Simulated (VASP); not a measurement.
SnO (Romarchite): dielectric tensor with LDA

SnO (Romarchite):

```
Sn O
1.0
     3.76775    0.00000    0.00000
     0.00000    3.76775    0.00000
     0.00000    0.00000    4.63485
Sn O
2 2
Direct
  0.50000 0.00000 0.24791
  0.00000 0.50000 0.75209
  0.00000 0.00000 0.00000
  0.50000 0.50000 0.00000
```

| Quantity | Value |
| --- | --- |
| Program | VASP 6.6.1 |
| Task | dielectric tensor |
| Functional | LDA |
| Potentials or basis | VASP PAW LDA potentials, release 64 (Sn_d, O) |
| Cutoff | 600 eV |
| k mesh | 12 × 12 × 10 |
| Occupations | gaussian, width 0.03 eV |
| Spin | no spin polarisation |
| Monkhorst-Pack mesh | yes |
| Further INCAR settings | ALGO = Fast; EDIFF = 1e-08 |

* Electronic dielectric tensor (diagonal): 9.14, 9.14, 7.34
* Born charges (mean of the diagonal): Sn +3.16; O -3.16 e

Levels at points of the mesh, in eV from the Fermi level:
```csv
k point,band 17,band 18,band 19,band 20,band 21,band 22,band 23,band 24
"(0.04, 0.04, 0.05)",-3.70,-3.42,-3.29,0.00,2.36,4.10,4.16,4.96
```

Electronic dielectric tensor:
```
9.14 0.00 0.00
0.00 9.14 0.00
0.00 0.00 7.34
```

Born effective charge tensors (e):
atom 1, Sn
```
3.22 0.00 0.00
0.00 3.22 0.00
0.00 0.00 3.05
```
atom 2, Sn
```
3.22 0.00 0.00
0.00 3.22 0.00
0.00 0.00 3.05
```
atom 3, O
```
-3.22  0.00  0.00
 0.00 -3.22  0.00
 0.00  0.00 -3.05
```
atom 4, O
```
-3.22  0.00  0.00
 0.00 -3.22  0.00
 0.00  0.00 -3.05
```

It took 18 min on 2 MPI ranks on Intel(R) Xeon(R) Platinum 8259CL CPU @ 2.50GHz (Skylake/Cascade Lake) (shared host), peak memory 0.81 GiB a rank.
